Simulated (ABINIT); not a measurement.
**Beyond one shot: LiF (Griceite)**

Wanted: G0W0 and self-consistent gaps of LiF (Griceite), with the cost of the cycles.

Method: PBE and many-body steps on it, plane waves, in ABINIT 10.8.3.

### Step 1. The structure

It takes space group Fm-3m (No. 225, cubic). The conventional cell has a = 4.028 Å, b = 4.028 Å, c = 4.028 Å, α = 90.00°, β = 90.00°, γ = 90.00°. Li has 6 F at 2.01 Å nearest. Nearest to F lie 6 Li at 2.01 Å. Farther neighbours and most contacts between anions are not listed.

The cell and positions come from the Crystallography Open Database and are kept as given unless a step says otherwise.

### Step 2. Empty states on the mesh, 6×6×6 mesh, 134 bands

This step: ABINIT 10.8.3; DFT, PBE, plane waves, norm-conserving pseudopotentials.

The sums over transitions need many empty states on a uniform mesh; this step solves for them.

Contents of run.abi:

```
acell 3*1.0 Angstrom
rprim 
  -0.000000000000 2.014000000000 2.014000000000
  2.014000000000 -0.000000000000 2.014000000000
  2.014000000000 2.014000000000 -0.000000000000
ntypat 2
znucl 3 9
natom 2
typat 1 2
xred 
  0.000000000000 0.000000000000 0.000000000000
  0.500000000000 0.500000000000 0.500000000000
pp_dirpath "pseudos"
pseudos "Li.upf, F.upf"
ecut 36
ngkpt 6 6 6
nshiftk 1
shiftk 0 0 0
kptopt 1
chksymbreak 0
irdden 1
istwfk *1
nband 134
prtvol 0
optdriver 6
gwr_task "HDIAGO"
paral_kgb 0
occopt 1
indata_prefix "in"
outdata_prefix "out"
tmpdata_prefix "tmp"
```

The run is started by

```sh
> OMP_NUM_THREADS=1 mpirun -n 4 abinit run.abi > log
```

The program printed:

```text
.Version 10.8.3 of ABINIT. v10.8.2 released Aug 2026.

 Symmetries : space group Fm -3 m (#225); Bravais cF (face-center cubic)
[... echo of the input left out ...]
== DATASET  1 ==================================================================
-   mpi_nproc: 4, omp_nthreads: 1 (-1 if OMP is not activated)

--- !DatasetInfo
iteration_state: {dtset: 1, }
dimensions: {natom: 2, nkpt: 16, mband: 134, nsppol: 1, nspinor: 1, nspden: 1, mpw: 1158, }
cutoff_energies: {ecut:  36.0, pawecutdg:  -1.0, }
[...]
Direct band gap semiconductor
 Fundamental gap:     9.115 (eV)
   VBM:    -0.974 (eV) at k: [ 0.0000E+00,  0.0000E+00,  0.0000E+00]
   CBM:     8.141 (eV) at k: [ 0.0000E+00,  0.0000E+00,  0.0000E+00]
 Direct gap:         9.115 (eV) at k: [ 0.0000E+00,  0.0000E+00,  0.0000E+00]

== END DATASET(S) ==============================================================
================================================================================

 -outvars: echo values of variables after computation  --------
           etotal      0.0000000000E+00
            nband         134
             nkpt          16
          spgroup         225
 [... the other variables as echoed above ...]

 Calculation completed.
```

Run time: 5.8 s. Hardware: 4 MPI ranks of Intel Xeon Platinum 8488C (Sapphire Rapids), shared host; peak memory 0.54 GiB.

This step gave:

* gap: 9.115 eV
* k of the valence top: 0, 0, 0
* k of the conduction bottom: 0, 0, 0
* least direct gap: 9.115 eV
* k points computed: 16
* lowest point of the top converged band, above the valence top: 206.6220 eV

On this mesh the gap is 9.115 eV.

The density comes from a self-consistent run that is not shown.

### Step 3. Screening, 6×6×6 mesh, 126 bands, screening to 261.2 eV

The RPA dielectric matrix is built and inverted for each q.

This step: RPA screening on PBE, plane waves, norm-conserving pseudopotentials.

Edit run.abi of step 2 so:

```diff
@@ -20,10 +20,11 @@
 chksymbreak 0
-irdden 1
 istwfk *1
-nband 134
-prtvol 0
-optdriver 6
-gwr_task "HDIAGO"
-paral_kgb 0
 occopt 1
+irdwfk 1
+optdriver 3
+nband 126
+ecuteps 9.6
+inclvkb 2
+awtr 1
+symchi 1
 indata_prefix "in"
```

The program printed:

```text
.Version 10.8.3 of ABINIT. v10.8.2 released Aug 2026.

 Symmetries : space group Fm -3 m (#225); Bravais cF (face-center cubic)
[... echo of the input left out ...]
== DATASET  1 ==================================================================
-   mpi_nproc: 4, omp_nthreads: 1 (-1 if OMP is not activated)

--- !DatasetInfo
iteration_state: {dtset: 1, }
dimensions: {natom: 2, nkpt: 16, mband: 126, nsppol: 1, nspinor: 1, nspden: 1, mpw: 1158, }
cutoff_energies: {ecut:  36.0, pawecutdg:  -1.0, }
electrons: {nelect:   1.00000000E+01, charge:   0.00000000E+00, occopt:   1.00000000E+00, tsmear:   1.00000000E-02, }

 SCREENING: Calculation of the susceptibility and dielectric matrices

 Based on a program developped by R.W. Godby, V. Olevano, G. Onida, and L. Reining.
 Incorporated in ABINIT by V. Olevano, G.-M. Rignanese, and M. Torrent.
.Using double precision arithmetic ; gwpc =  8

[... cell and pseudopotentials left out ...]
--------------------------------------------------------------------------------

 ==== K-mesh for the wavefunctions ====
 Number of points in the irreducible wedge :    16
[... list of points left out ...]
 Together with 48 symmetry operations and time-reversal symmetry
 yields   216 points in the full Brillouin Zone.

 ==== Q-mesh for the screening function ====
 Number of points in the irreducible wedge :    16
[... list of points left out ...]
 Together with 48 symmetry operations and time-reversal symmetry
 yields   216 points in the full Brillouin Zone.

 setmesh: FFT mesh size selected  =    24x   24x   24
          total number of points  =        13824

 vcoul_init : cutoff-mode = AUXILIARY_FUNCTION
 q-points for optical limit:   1
     1)      0.000010    0.000020    0.000030

- screening: taking advantage of time-reversal symmetry
- Maximum band index for partially occupied states nbvw = 5
- Remaining bands to be divided among processors   nbcw = 121
- Number of bands treated by each node ~30

 Number of electrons calculated from density =   10.0000; Expected =   10.0000
 average of density, n =  0.090697
 r_s =    1.3807
 omega_plasma =   29.0505 [eV]

 calculating chi0 at frequencies [eV] :
  1    0.000000E+00    0.000000E+00
  2    0.000000E+00    2.905047E+01

--------------------------------------------------------------------------------
  q-point number  1        q = ( 0.000000, 0.000000, 0.000000) [r.l.u.]
--------------------------------------------------------------------------------
[... chi0 elements left out ...]
 For q-point:  0.000010 0.000020 0.000030
  dielectric constant =   1.9651
  dielectric constant without local fields =   2.0782

  Average fulfillment of the sum rule on Im[epsilon] for q-point    1 :     86.35  [%]
[... wings left out ...]
  q-point number  2        q = ( 0.166667, 0.000000, 0.000000) [r.l.u.]
--------------------------------------------------------------------------------
[... chi0 elements left out ...]
  Average fulfillment of the sum rule on Im[epsilon] for q-point    2 :     96.17  [%]

 [... 14 further q-points ...]
```

It took 66 s on 4 MPI ranks; peak memory 0.89 GiB; 4.4 min of CPU time.

This step gave:

* ε∞ with local fields, on this mesh, along the program's q direction: 1.965
* the same without local fields: 2.078
* plasma frequency: 29.05 eV
* plane waves in the screening matrix: 169

Local fields lower ε∞ by 5 %.

### Step 4. G0W0

The self-energy is evaluated for the states that the input lists, and the levels follow from it, in one-shot runs by the linearised quasiparticle equation.

This step: G0W0 on PBE, plane waves, norm-conserving pseudopotentials.

Edit run.abi of step 3 so:

```diff
@@ -23,8 +23,15 @@
 irdwfk 1
-optdriver 3
+optdriver 4
 nband 126
+gwcalctyp 0
+ecutsigx 36
+symsigma 1
+nkptgw 1
+kptgw 
+  0.0000000000 0.0000000000 0.0000000000
+bdgw 
+  3 9
 ecuteps 9.6
-inclvkb 2
-awtr 1
-symchi 1
+irdscr 1
+ppmodel 1
 indata_prefix "in"
```

The program printed:

```text
.Version 10.8.3 of ABINIT. v10.8.2 released Aug 2026.

 Symmetries : space group Fm -3 m (#225); Bravais cF (face-center cubic)
[... echo of the input left out ...]
== DATASET  1 ==================================================================
-   mpi_nproc: 4, omp_nthreads: 1 (-1 if OMP is not activated)

--- !DatasetInfo
iteration_state: {dtset: 1, }
dimensions: {natom: 2, nkpt: 16, mband: 126, nsppol: 1, nspinor: 1, nspden: 1, mpw: 1158, }
cutoff_energies: {ecut:  36.0, pawecutdg:  -1.0, }
electrons: {nelect:   1.00000000E+01, charge:   0.00000000E+00, occopt:   1.00000000E+00, tsmear:   1.00000000E-02, }

 SIGMA: Calculation of the GW corrections

 Based on a program developped by R.W. Godby, V. Olevano, G. Onida, and L. Reining.
 Incorporated in ABINIT by V. Olevano, G.-M. Rignanese, and M. Torrent.
.Using double precision arithmetic ; gwpc =  8

[... cell and pseudopotentials left out ...]
--------------------------------------------------------------------------------

 ==== K-mesh for the wavefunctions ====
 Number of points in the irreducible wedge :    16
[... list of points left out ...]
 Together with 48 symmetry operations and time-reversal symmetry
 yields   216 points in the full Brillouin Zone.

 ==== Q-mesh for screening function ====
 Number of points in the irreducible wedge :    16
[... list of points left out ...]
 Together with 48 symmetry operations and time-reversal symmetry
 yields   216 points in the full Brillouin Zone.

 vcoul_init : cutoff-mode = AUXILIARY_FUNCTION
 q-points for optical limit:   1
     1)      0.000010    0.000020    0.000030
 setmesh: FFT mesh size selected  =    30x   30x   30
          total number of points  =        27000

 Number of electrons calculated from density =   10.0000; Expected =   10.0000
 average of density, n =  0.090697
 r_s =    1.3807
 omega_plasma =   29.0505 [eV]

 === KS Band Gaps ===
  >>>> For spin  1
   Minimum direct gap =   9.1146 [eV], located at k-point      :   0.0000  0.0000  0.0000
   Fundamental gap    =   9.1146 [eV], Top of valence bands at :   0.0000  0.0000  0.0000
                                       Bottom of conduction at :   0.0000  0.0000  0.0000
 SIGMA fundamental parameters:
 PLASMON POLE MODEL  1
 number of plane-waves for SigmaX                 1139
 number of plane-waves for SigmaC and W            169
 number of plane-waves for wavefunctions          1139
 number of bands                                   126
 number of independent spin polarizations            1
 number of spinorial components                      1
 number of k-points in IBZ                          16
 number of q-points in IBZ                          16
 number of symmetry operations                      48
 number of k-points in BZ                          216
 number of q-points in BZ                          216
 number of frequencies for dSigma/dE                 9
 frequency step for dSigma/dE [eV]                0.25
 number of omega for Sigma on real axis              0
 max omega for Sigma on real axis  [eV]           0.00
 zcut for avoiding poles [eV]                     0.10

 EPSILON^-1 parameters (SCR file):
 dimension of the eps^-1 matrix on file            169
 dimension of the eps^-1 matrix used               169
 number of plane-waves for wavefunctions          1139
 number of bands                                   126
 number of q-points in IBZ                          16
 number of frequencies                               2
 number of real frequencies                          1
 number of imag frequencies                          1

 matrix elements of self-energy operator (all in [eV])

 Perturbative Calculation

--- !SelfEnergy_ee
iteration_state: {dtset: 1, }
kpoint     : [   0.000,    0.000,    0.000, ]
spin       : 1
KS_gap     :    9.115
QP_gap     :   13.423
Delta_QP_KS:    4.309
data: !SigmaeeData |
     Band     E0 <VxcDFT>   SigX SigC(E0)      Z dSigC/dE  Sig(E)    E-E0       E
        3  -0.974 -23.053 -30.724   4.363   0.827  -0.210 -25.788  -2.734  -3.708
        4  -0.974 -23.053 -30.724   4.363   0.827  -0.210 -25.788  -2.734  -3.708
        5  -0.974 -23.053 -30.724   4.363   0.827  -0.210 -25.788  -2.734  -3.708
        6   8.141 -11.451  -6.592  -3.092   0.891  -0.123  -9.876   1.574   9.715
        7  23.017 -10.011  -3.078  -4.140   0.882  -0.134  -7.548   2.463  25.480
        8  23.017 -10.011  -3.078  -4.140   0.882  -0.134  -7.548   2.463  25.480
        9  23.017 -10.011  -3.078  -4.140   0.882  -0.134  -7.548   2.463  25.480

== END DATASET(S) ==============================================================
================================================================================

 -outvars: echo values of variables after computation  --------
           etotal      0.0000000000E+00
            nband         126
             nkpt          16
          spgroup         225
 [... the other variables as echoed above ...]

 Calculation completed.
```

Wall time 6.8 s (4 MPI ranks); peak memory 0.86 GiB.

This step gave:

```yaml
g0w0_gap_on_the_points_computed: 13.42 eV
starting_gap_on_the_mesh: 9.115 eV
k_of_the_valence_top: 0, 0, 0
k_of_the_conduction_bottom: 0, 0, 0
z_at_the_valence_top: 0.827
z_at_the_conduction_bottom: 0.891
least_direct_g0w0_gap_on_the_computed_points: 13.42 eV
```

The gap on the mesh goes from 9.11 eV to 13.42 eV, a correction of +4.31 eV.

### Step 5. evGW0, cycle 1

This step: evGW0 on PBE, plane waves, norm-conserving pseudopotentials.

Edit run.abi of step 4 so:

```diff
@@ -25,10 +25,40 @@
 nband 126
-gwcalctyp 0
+gwcalctyp 10
 ecutsigx 36
 symsigma 1
-nkptgw 1
+nkptgw 16
 kptgw 
   0.0000000000 0.0000000000 0.0000000000
+  0.1666666667 0.0000000000 0.0000000000
+  0.3333333333 0.0000000000 0.0000000000
+  0.5000000000 0.0000000000 0.0000000000
+  0.1666666667 0.1666666667 0.0000000000
+  0.3333333333 0.1666666667 0.0000000000
+  0.5000000000 0.1666666667 0.0000000000
+  -0.3333333333 0.1666666667 0.0000000000
+  -0.1666666667 0.1666666667 0.0000000000
+  0.3333333333 0.3333333333 0.0000000000
+  0.5000000000 0.3333333333 0.0000000000
+  -0.3333333333 0.3333333333 0.0000000000
+  0.5000000000 0.5000000000 0.0000000000
+  0.5000000000 0.3333333333 0.1666666667
+  -0.3333333333 0.3333333333 0.1666666667
+  -0.3333333333 0.5000000000 0.1666666667
 bdgw 
-  3 9
+  1 12
+  1 12
+  1 12
+  1 12
+  1 12
+  1 12
+  1 12
+  1 12
+  1 12
+  1 12
+  1 12
+  1 12
+  1 12
+  1 12
+  1 12
+  1 12
 ecuteps 9.6
```

The program printed:

```text
.Version 10.8.3 of ABINIT. v10.8.2 released Aug 2026.

 Symmetries : space group Fm -3 m (#225); Bravais cF (face-center cubic)
[... echo of the input left out ...]
== DATASET  1 ==================================================================
-   mpi_nproc: 4, omp_nthreads: 1 (-1 if OMP is not activated)

--- !DatasetInfo
iteration_state: {dtset: 1, }
dimensions: {natom: 2, nkpt: 16, mband: 126, nsppol: 1, nspinor: 1, nspden: 1, mpw: 1158, }
cutoff_energies: {ecut:  36.0, pawecutdg:  -1.0, }
electrons: {nelect:   1.00000000E+01, charge:   0.00000000E+00, occopt:   1.00000000E+00, tsmear:   1.00000000E-02, }

 SIGMA: Calculation of the GW corrections

 Based on a program developped by R.W. Godby, V. Olevano, G. Onida, and L. Reining.
 Incorporated in ABINIT by V. Olevano, G.-M. Rignanese, and M. Torrent.
.Using double precision arithmetic ; gwpc =  8

[... cell and pseudopotentials left out ...]
--------------------------------------------------------------------------------

 ==== K-mesh for the wavefunctions ====
 Number of points in the irreducible wedge :    16
[... list of points left out ...]
 Together with 48 symmetry operations and time-reversal symmetry
 yields   216 points in the full Brillouin Zone.

 ==== Q-mesh for screening function ====
 Number of points in the irreducible wedge :    16
[... list of points left out ...]
 Together with 48 symmetry operations and time-reversal symmetry
 yields   216 points in the full Brillouin Zone.

 vcoul_init : cutoff-mode = AUXILIARY_FUNCTION
 q-points for optical limit:   1
     1)      0.000010    0.000020    0.000030
 setmesh: FFT mesh size selected  =    30x   30x   30
          total number of points  =        27000

 Number of electrons calculated from density =   10.0000; Expected =   10.0000
[...]
QP_gap     :   19.073
Delta_QP_KS:    4.873
data: !SigmaeeData |
     Band     E_DFT   <VxcDFT>   E(N-1)  <Hhartree>   SigX  SigC[E(N-1)]    Z     dSigC/dE  Sig[E(N)]  DeltaE  E(N)_pert E(N)_diago
[...]
--- !SelfEnergy_ee
iteration_state: {dtset: 1, }
kpoint     : [  -0.333,    0.500,    0.167, ]
spin       : 1
KS_gap     :   15.738
QP_gap     :   21.077
Delta_QP_KS:    5.338
data: !SigmaeeData |
     Band     E_DFT   <VxcDFT>   E(N-1)  <Hhartree>   SigX  SigC[E(N-1)]    Z     dSigC/dE  Sig[E(N)]  DeltaE  E(N)_pert E(N)_diago
[...]
11    30.696    -8.809    30.696    39.505    -2.322    -4.318     0.859    -0.164    -6.945     1.863    32.559    32.865
       12    32.980   -11.717    32.980    44.697    -4.291    -4.952     0.818    -0.222    -9.693     2.024    35.004    35.454

 New Fermi energy :        1.033708E-01 Ha ,    2.812863E+00 eV
 New Exchange energy :    -6.079981E+00 Ha ,   -1.654447E+02 eV

 === QP Band Gaps ===
  >>>> For spin  1
   Minimum direct gap =  14.1897 [eV], located at k-point      :   0.0000  0.0000  0.0000
   Fundamental gap    =  14.1897 [eV], Top of valence bands at :   0.0000  0.0000  0.0000
                                       Bottom of conduction at :   0.0000  0.0000  0.0000

 writing QP data on file : out_QPS

 Convergence of QP corrections
 >>>>> For spin  1 <<<<<
.  kptgw no:  1; Maximum DeltaE = (  -8.327  -0.021) for band index:  1
.  kptgw no:  2; Maximum DeltaE = (  -8.567   0.027) for band index:  1
.  kptgw no:  3; Maximum DeltaE = (  -8.626   0.002) for band index:  1
[...]
.  kptgw no: 15; Maximum DeltaE = (  -8.727   0.006) for band index:  1
.  kptgw no: 16; Maximum DeltaE = (  -8.805   0.007) for band index:  1

== END DATASET(S) ==============================================================
================================================================================

 -outvars: echo values of variables after computation  --------
           etotal      0.0000000000E+00
            nband         126
             nkpt          16
          spgroup         225
 [... the other variables as echoed above ...]

 Calculation completed.
```

Elapsed: 10 min, on 4 MPI ranks; peak memory 1.1 GiB; 40 min of CPU time.

Numbers from this step:

* quasiparticle gap on the mesh: 14.19 eV
* gap of the density functional on the mesh: 9.115 eV
* k of the valence top: 0, 0, 0
* k of the conduction bottom: 0, 0, 0
* Z at the valence top: 0.827
* Z at the conduction bottom: 0.891
* least direct quasiparticle gap on the computed points: 14.19 eV

Against G0W0 in ABINIT (6×6×6 mesh, 126 bands, screening to 261.2 eV, Godby-Needs plasmon pole), the gap moves by +0.767 eV. This first cycle still uses the starting levels; it takes the full correction, at all points of the mesh, and its linearised value is 13.423 eV.

### Step 6. evGW0, cycle 2

The corrected levels of the last cycle go back in.

Edit run.abi of step 5 so:

```diff
@@ -66,2 +66,3 @@
 ppmodel 1
+irdqps 1
 indata_prefix "in"
```

The program printed:

```text
.Version 10.8.3 of ABINIT. v10.8.2 released Aug 2026.

 Symmetries : space group Fm -3 m (#225); Bravais cF (face-center cubic)
[... echo of the input left out ...]
== DATASET  1 ==================================================================
-   mpi_nproc: 4, omp_nthreads: 1 (-1 if OMP is not activated)

--- !DatasetInfo
iteration_state: {dtset: 1, }
dimensions: {natom: 2, nkpt: 16, mband: 126, nsppol: 1, nspinor: 1, nspden: 1, mpw: 1158, }
cutoff_energies: {ecut:  36.0, pawecutdg:  -1.0, }
[...]
.  kptgw no:  3; Maximum DeltaE = (   0.649  -0.302) for band index:  2
[...]
.  kptgw no: 15; Maximum DeltaE = (   0.582  -0.293) for band index:  2
.  kptgw no: 16; Maximum DeltaE = (   0.642  -0.330) for band index:  2

== END DATASET(S) ==============================================================
================================================================================

 -outvars: echo values of variables after computation  --------
           etotal      0.0000000000E+00
            nband         126
             nkpt          16
          spgroup         225
 [... the other variables as echoed above ...]

 Calculation completed.
```

The job ended after 10 min (4 MPI ranks; peak memory 1.1 GiB; 42 min of CPU time).

Numbers from this step:

```
quasiparticle gap on the mesh                         : 14.07 eV
gap of the density functional on the mesh             : 9.115 eV
k of the valence top                                  : 0, 0, 0
k of the conduction bottom                            : 0, 0, 0
least direct quasiparticle gap on the computed points : 14.07 eV
```

Against the cycle before, the gap moves by −0.117 eV.

(Part 1 of 3 ends here.)

[Paths, hosts, dates, memory and timing lines, banners, echoed tables and standing remarks are left out of the program output.]

[Logs are printed without paths, hosts, clocks, repeated set-up lines and the standing remarks that a program may print on its own settings, such as how far it seeks lower states.]

[Runs of the session that timed out or met a known fault of the program may be left out.]

[Hosts, paths, dates, database ids (printed as entryN), source tags and the programs' standing remarks are cut or masked in the printed files.]

[G0W0 gaps are taken among the corrected bands and points alone; a level outside them can change the order at an edge.]

[Where Ansatz stands beside ABINIT at settings called matched, ABINIT's density can come from a denser mesh and the files from another edition; pairs whose starting gaps differed by over 0.03 eV were left out, so agreement reads better than it is.]
